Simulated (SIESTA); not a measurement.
Crystal: PtSe2 (Sudovikovite).

```
CELL_PARAMETERS angstrom
3.72400 0.00000 0.00000
-1.86200 3.22508 0.00000
0.00000 0.00000 5.06200
ATOMIC_POSITIONS crystal
Pt 0.00000 0.00000 0.00000
Se 0.66667 0.33333 0.75000
Se 0.33333 0.66667 0.25000
```

Base run:

```yaml
Program: SIESTA 5.4.2
Functional: RPBE
Potentials_or_basis: PseudoDojo 0.4 standard (PBE files)
Basis: DZP (energy shift 0.003 Ry; two zetas on semicore shells)
Grid_cutoff: 800 Ry
Energy_shift: 0.003 Ry
k_mesh: 8 × 8 × 5
Occupations: fermi-dirac, width 0.05 eV
Spin: no spin polarisation
```

Its results: band gap on the k mesh none (metal or under the smearing width); pressure 14.6 GPa; largest force 1.300 eV/Å.

Question: The run is repeated on the same cell with these changes: functional from RPBE to AM05; potentials or basis from PseudoDojo 0.4 standard (PBE files) to PseudoDojo 0.4 standard (PBEsol files). What comes out?

Answer: Band gap on the k mesh none (metal or under the smearing width); pressure 6.3 GPa; largest force 0.775 eV/Å.

Caveats: short orbitals over semicore shells can move pressures by several GPa; the potentials were made for another functional, which shifts forces and pressure; spin-orbit coupling is left out, which moves the levels of the heavy elements; the basis of atomic orbitals isn't converged, which shifts pressures, moduli and gaps.
